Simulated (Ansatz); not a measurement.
# Ir (P6_3/mmc) in Ansatz: equation of state

Aim: energy against volume of Ir in PBEsol, for its equilibrium volume and stiffness.

Program: Ansatz 0.2.0. These are calculated values, not measurements. Logs are shortened: lines on timing, memory, paths and dates and some standing lists are left out, and cuts for length are marked.

## Step 1: The crystal as given

It takes space group P6_3/mmc (No. 194, hexagonal). The conventional cell has a = 2.751 Å, b = 2.751 Å, c = 4.462 Å, α = 90.00°, β = 90.00°, γ = 120.00°. Ir (site symmetry -6m2) has 12 Ir at 2.74 to 2.75 Å as nearest neighbours.

This isn't the form of Ir at room conditions, which is fcc.

## Step 2: Single point, PBEsol, 13.75 Å³/atom (volume scaled by 0.94)

File input.yaml:

```yaml
crystal:
  lattice:
    - [2.6952115654, 0.0, 0.0]
    - [-1.3476057827, 2.3341216842, 0.0]
    - [0.0, 0.0, 4.3711972971]
  atoms:
    - { symbol: Ir, position: [0.3333333333, 0.6666666667, 0.25] }
    - { symbol: Ir, position: [0.6666666667, 0.3333333333, 0.75] }
hamiltonian:
  xc: pbesol
  pseudopotentials: { kind: paw }
kpoints:
  mp_grid: { grid: [11, 11, 6] }
scf:
  occupations: { method: fermi_dirac, width: 0.05 }
output:
  forces: true
  stress: true
  eigenvalues: true
```

Potentials or basis: Ansatz PAW.

The run is started by

```sh
$ ansatz run input.yaml --threads 2 --pin off --max-ram 5632MiB --backend cpu --events-out ev --progress --plain --runs-dir out
```

The log of the run:

```text
Warning: RAYON_NUM_THREADS=2 ignored (pool sized by the plan → 2); use --threads N
Engine: ansatz 0.2.0, x86_64-unknown-linux-gnu
Pseudopotentials: kind: paw
Pseudopotential: Ir, paw, valence charge 17, recommended cutoff 420 eV (normal), Ir.paw.azcp
Functional definition: PBEsol
  exchange = pbesol_x
  correlation = pbesol_c
Crystal: 2 atoms, lattice volume = 27.499 Å³
Basis set: ecut = 420 eV, 549 PW (Γ), exchange–correlation on 40×40×60 points (8 copies of the dense FFT grid, shifted against one another)
Bands: 21, of which v1, the nominal top of the filled ones, is band 17 counted from 1 (16 counted from 0)
Symmetry: 24 space group operations
Space group: P63/mmc (ITA 194), of the structure as read, at distance tolerance 3.0e-5 Å
k-points: 64 of 726
Non-local potential: Ir, projectors of the file, l = 0: 3, l = 1: 2, l = 2: 2, l = 3: 1
PAW form: soft (Blöchl's): semilocal exchange-correlation on the pseudo side does not see the compensation charge
PAW frozen core: Ir, regenerated for the run's functional, and the local potential with it (the file was generated under x = pbe(κ = 0.804, μ = 0.2195149727645171), c = pbe(β = 0.06672455060314922))
PAW one-centre angular grid: Ir, 590 points (default); XC on 64 Gauss nodes
Initial density: superposition of atomic densities (neutral atoms: chi_scale 0, normalization atom), corrected by the library's trained network
Initial wavefunctions: pseudopotential atomic-orbital guess
Functional: x = pbesol(κ = 0.804, μ = 0.12345679012345678), c = pbesol(β = 0.046)
SCF iter   1: F=—  HF=-23597.873930 eV  |F-HF|=—  |Δ(HF+E_count)|=         —  Δρ=1.16e-2  dr2=1.69e-2  ethr=1.77e-3  ⟨swp⟩=5.1  Hψ=5366  notcnv=0
preconditioner: auto → none  [metal: Δε(μ)=0.026 eV  Ē_g=8.384 eV  σ=0.050 eV  W_gap=0.13  n_scr=8 (ndim 8)  ℏωp=30.0 eV  f_vac=0.000  D(μ)=2.89/eV (n_scr^D=36)  sad-step TF]
SCF iter   2: F=—  HF=-23597.873038 eV  |F-HF|=—  |Δ(HF+E_count)|=   8.92e-4  Δρ=6.54e-3  dr2=5.36e-3  ethr=4.96e-5  ⟨swp⟩=1.4  Hψ=1959  notcnv=0
SCF iter   3: F=—  HF=-23597.872442 eV  |F-HF|=—  |Δ(HF+E_count)|=   5.96e-4  Δρ=3.49e-4  dr2=1.66e-5  ethr=1.58e-5  ⟨swp⟩=2.0  Hψ=1874  notcnv=0
SCF iter   4: F=—  HF=-23597.872467 eV  |F-HF|=—  |Δ(HF+E_count)|=   2.50e-5  Δρ=5.64e-5  dr2=7.18e-7  ethr=4.88e-8  ⟨swp⟩=2.0  Hψ=1937  notcnv=0
iter 5 did not close the SCF: its close was put off for the readings that it lacked (scf_convergence_deferred on its scf_iter line)
SCF iter   5: F=-23597.872467 eV  HF=-23597.872467 eV  |F-HF|=8.84e-10  |Δ(HF+E_count)|=   2.14e-7  Δρ=6.57e-6  dr2=3.80e-9  ethr=2.11e-9  ⟨swp⟩=2.5  Hψ=2258  notcnv=0
SCF iter   6: F=-23597.872467 eV  HF=-23597.872467 eV  |F-HF|=8.37e-11  |Δ(HF+E_count)|=  3.53e-10  Δρ=1.11e-6  dr2=1.63e-10  ethr=1.12e-11  ⟨swp⟩=1.7  Hψ=4286  notcnv=0
SCF 1 converged in 6 iterations: F = -23597.872467 eV  dr2 = 1.63e-10
SCF converged after 6 iterations
Free energy (F): -23597.872467 eV
Harris-Foulkes:  -23597.872467 eV  (|F-HF|=8.37e-11)
Internal energy: -23597.849499 eV  (E = F + TS)
E sigma→0 (E₀):  -23597.860983 eV
Entropy (-TS):   -0.022967 eV (-11.484 meV/atom)
Fermi energy:    26.702188 eV
--- Per-component energies (eV) ---
  E_band       = -143.016801
  E_kinetic    = 1249.515222
  E_local      = -2067.682919  (includes V_loc(G=0)·N_el)
  E_nonlocal   = 151.831929
  E_hartree    = 796.811058
  E_xc         = -534.190498
  E_vxc        = -600.966267  (∫ρ·V_xc dr)
  E_paw        = -18177.724712  (= ΣΔE_a)
  E_vpaw       = -469.336504  (= ΣTr[D̂ρ^β])
  E_aug_tail   = 0.000105  (compensation charges beyond the density's cutoff)
  E_ewald      = -5016.940253
  E_core_change = 0.530570  (= ΣΔE_core)
  E_smearing   = -0.022967  (= −TS)
  E_closure    = 0.000000  (closes the sum)
  Σ components = -23597.872467   (vs F -23597.872467, Δ=0.00e0)
--- Forces (eV/Å), atoms counted from 1 ---
  atom   1  Ir     0.00000000     0.00000000     0.00000000
  atom   2  Ir    -0.00000000    -0.00000000     0.00000000
  max |Σ_I F_I| component: 1.85e-17 eV/Å
--- Stress (GPa, compression-positive) ---
       10.858526       0.000000       0.000000
        0.000000      10.858526       0.000000
        0.000000       0.000000      10.931729
  P = ⅓ Tr σ = 10.8829 GPa (108.829 kbar)
--- Band table (eV; the first three rows and the last of 64) ---
  k-point 0: bands = ["-66.3740", "-66.2958", "-23.6966", "-22.9189", "-22.9189", "-22.8040", "-22.7910", "-22.7910", "15.1024", "18.1678", "22.5617", "22.6655", "22.6655", "23.3635", "23.3635", "24.2061", "24.2061", "25.7565", "27.0048", "27.0048", "34.0452"]
  k-point 1: bands = ["-66.3687", "-66.3011", "-23.6393", "-22.9104", "-22.9104", "-22.8664", "-22.7996", "-22.7996", "15.4251", "18.1884", "22.4114", "22.5391", "22.5391", "23.1975", "23.1975", "24.5902", "24.5902", "24.6966", "26.9928", "26.9928", "35.5570"]
  k-point 2: bands = ["-66.3545", "-66.3154", "-23.4811", "-23.0351", "-22.8871", "-22.8871", "-22.8231", "-22.8231", "16.3067", "18.0784", "22.0971", "22.4324", "22.4324", "22.8439", "22.8439", "22.9618", "25.3996", "25.3996", "26.7936", "26.7936", "38.6724"]
  k-point 63: bands = ["-66.2807", "-66.2807", "-23.5189", "-23.5189", "-23.2863", "-23.2863", "-22.9657", "-22.9657", "19.8835", "19.8835", "21.0768", "21.0768", "22.3304", "22.3304", "24.2640", "24.2640", "27.1116", "27.1116", "33.3213", "33.3213", "34.8901"]
```

Wall time 2.2 s (2 threads of AMD EPYC, shared host); peak memory 0.36 GiB.

Results:

```yaml
Free_energy: -23597.8725 eV
Pressure: 10.9 GPa
Band_gap_on_the_k_mesh: none (metal or under the smearing width)
```

Caveat: the PAW data sets come from PBE, with cores solved anew for the run's functional, which leaves a small shift of forces and pressure.

## Step 3: Single point, PBEsol, 14.04 Å³/atom (volume scaled by 0.96)

Edit input.yaml of step 2 so:

```diff
@@ -2,5 +2,5 @@
   lattice:
-    - [2.6952115654, 0.0, 0.0]
-    - [-1.3476057827, 2.3341216842, 0.0]
-    - [0.0, 0.0, 4.3711972971]
+    - [2.7141925539, 0.0, 0.0]
+    - [-1.3570962769, 2.3505597024, 0.0]
+    - [0.0, 0.0, 4.4019813909]
   atoms:
@@ -19 +19,5 @@
   eigenvalues: true
+  write_density: true
+  write_potential: true
+  elf: true
+  volumetric_format: npy
```

Potentials or basis: Ansatz PAW.

The run is started by

```sh
$ ansatz run input.yaml --threads 2 --pin off --max-ram 5632MiB --backend cpu --events-out ev --progress --plain --runs-dir out
```

Wall time 3.1 s (2 threads of AMD EPYC, shared host); peak memory 0.37 GiB.

Results (log left out):

- Free energy: -23597.8959 eV
- Pressure: 2.2 GPa
- Band gap on the k mesh: none (metal or under the smearing width)

Caveat: the PAW data sets come from PBE, with cores solved anew for the run's functional, which leaves a small shift of forces and pressure.

## Step 4: Single point, PBEsol, 14.33 Å³/atom (volume scaled by 0.98)

Edit input.yaml of step 3 so:

```diff
@@ -2,5 +2,5 @@
   lattice:
-    - [2.7141925539, 0.0, 0.0]
-    - [-1.3570962769, 2.3505597024, 0.0]
-    - [0.0, 0.0, 4.4019813909]
+    - [2.7329117147, 0.0, 0.0]
+    - [-1.3664558574, 2.3667709712, 0.0]
+    - [0.0, 0.0, 4.4323408426]
   atoms:
@@ -19,5 +19 @@
   eigenvalues: true
-  write_density: true
-  write_potential: true
-  elf: true
-  volumetric_format: npy
```

The run is started by

```sh
$ ansatz run input.yaml --threads 2 --pin off --max-ram 5632MiB --backend cpu --events-out ev --progress --plain --runs-dir out
```

Wall time 2.8 s (2 threads of AMD EPYC, shared host); peak memory 0.36 GiB.

Results (log left out):

| Item | Value |
| --- | --- |
| Free energy | -23597.8894 eV |
| Pressure | -5.6 GPa |
| Band gap on the k mesh | none (metal or under the smearing width) |

Caveat: the PAW data sets come from PBE, with cores solved anew for the run's functional, which leaves a small shift of forces and pressure.

## Step 5: Single point, PBEsol, 14.63 Å³/atom

Edit input.yaml of step 4 so:

```diff
@@ -2,5 +2,5 @@
   lattice:
-    - [2.7329117147, 0.0, 0.0]
-    - [-1.3664558574, 2.3667709712, 0.0]
-    - [0.0, 0.0, 4.4323408426]
+    - [2.7513778946, 0.0, 0.0]
+    - [-1.3756889473, 2.3827631521, 0.0]
+    - [0.0, 0.0, 4.46229]
   atoms:
@@ -19 +19,5 @@
   eigenvalues: true
+  write_density: true
+  write_potential: true
+  elf: true
+  volumetric_format: npy
```

The run is started by

```sh
$ ansatz run input.yaml --threads 2 --pin off --max-ram 5632MiB --backend cpu --events-out ev --progress --plain --runs-dir out
```

Wall time 3.2 s (2 threads of AMD EPYC, shared host); peak memory 0.37 GiB.

Results (log left out):

| Quantity | Value |
| --- | --- |
| Free energy | -23597.8565 eV |
| Pressure | -12.4 GPa |
| Band gap on the k mesh | none (metal or under the smearing width) |

Caveat: the PAW data sets come from PBE, with cores solved anew for the run's functional, which leaves a small shift of forces and pressure.

## Step 6: Single point, PBEsol, 14.92 Å³/atom (volume scaled by 1.02)

Edit input.yaml of step 5 so:

```diff
@@ -2,5 +2,5 @@
   lattice:
-    - [2.7513778946, 0.0, 0.0]
-    - [-1.3756889473, 2.3827631521, 0.0]
-    - [0.0, 0.0, 4.46229]
+    - [2.7695994713, 0.0, 0.0]
+    - [-1.3847997356, 2.3985435004, 0.0]
+    - [0.0, 0.0, 4.4918424506]
   atoms:
```

Potentials or basis: Ansatz PAW.

The run is started by

```sh
$ ansatz run input.yaml --threads 2 --pin off --max-ram 5632MiB --backend cpu --events-out ev --progress --plain --runs-dir out
```

Wall time 3.6 s (2 threads of AMD EPYC, shared host); peak memory 0.37 GiB.

It converged, with:

| Item | Value |
| --- | --- |
| Free energy | -23597.8002 eV |
| Pressure | -18.3 GPa |
| Band gap on the k mesh | none (metal or under the smearing width) |

Caveat: the PAW data sets come from PBE, with cores solved anew for the run's functional, which leaves a small shift of forces and pressure.

## Step 7: Single point, PBEsol, 15.21 Å³/atom (volume scaled by 1.04)

Edit input.yaml of step 6 so:

```diff
@@ -2,5 +2,5 @@
   lattice:
-    - [2.7695994713, 0.0, 0.0]
-    - [-1.3847997356, 2.3985435004, 0.0]
-    - [0.0, 0.0, 4.4918424506]
+    - [2.7875843874, 0.0, 0.0]
+    - [-1.3937921937, 2.4141188946, 0.0]
+    - [0.0, 0.0, 4.5210110761]
   atoms:
@@ -19,5 +19 @@
   eigenvalues: true
-  write_density: true
-  write_potential: true
-  elf: true
-  volumetric_format: npy
```

The run is started by

```sh
$ ansatz run input.yaml --threads 2 --pin off --max-ram 5632MiB --backend cpu --events-out ev --progress --plain --runs-dir out
```

Wall time 2.6 s (2 threads of AMD EPYC, shared host); peak memory 0.36 GiB.

It converged, with:

| Item | Value |
| --- | --- |
| Free energy | -23597.7234 eV |
| Pressure | -23.6 GPa |
| Band gap on the k mesh | none (metal or under the smearing width) |

Caveat: the PAW data sets come from PBE, with cores solved anew for the run's functional, which leaves a small shift of forces and pressure.

## Step 8: Single point, PBEsol, 15.50 Å³/atom (volume scaled by 1.06)

Edit input.yaml of step 7 so:

```diff
@@ -2,5 +2,5 @@
   lattice:
-    - [2.7875843874, 0.0, 0.0]
-    - [-1.3937921937, 2.4141188946, 0.0]
-    - [0.0, 0.0, 4.5210110761]
+    - [2.8053401807, 0.0, 0.0]
+    - [-1.4026700903, 2.4294958627, 0.0]
+    - [0.0, 0.0, 4.5498081014]
   atoms:
@@ -19 +19,5 @@
   eigenvalues: true
+  write_density: true
+  write_potential: true
+  elf: true
+  volumetric_format: npy
```

The run is started by

```sh
$ ansatz run input.yaml --threads 2 --pin off --max-ram 5632MiB --backend cpu --events-out ev --progress --plain --runs-dir out
```

Wall time 3.7 s (2 threads of AMD EPYC, shared host); peak memory 0.37 GiB.

The run converged. Its results:

```yaml
Free_energy: -23597.6287 eV
Pressure: -28.2 GPa
Band_gap_on_the_k_mesh: none (metal or under the smearing width)
```

Caveat: the PAW data sets come from PBE, with cores solved anew for the run's functional, which leaves a small shift of forces and pressure.

## Step 9: Equation of state, PBEsol

Potentials or basis: Ansatz PAW.

This step only gathers the single runs of the series.

Results:

```
Equilibrium volume                        : 14.12 Å³/atom
Bulk modulus at fixed shape and positions : 383 GPa
Pressure derivative of the bulk modulus   : 5.1
```

Energy against volume, from the lowest point:
```csv
volume (Å³/atom),energy (meV/atom)
13.749,11.73
14.042,0.00
14.335,3.26
14.627,19.73
14.920,47.87
15.212,86.25
15.505,133.63
```

Caveat: the cell was scaled at fixed shape and fractional positions, which overstates the stiffness of a crystal with free parameters, most of all of layers and chains. Spin-orbit coupling is left out, which matters for the levels of Ir.
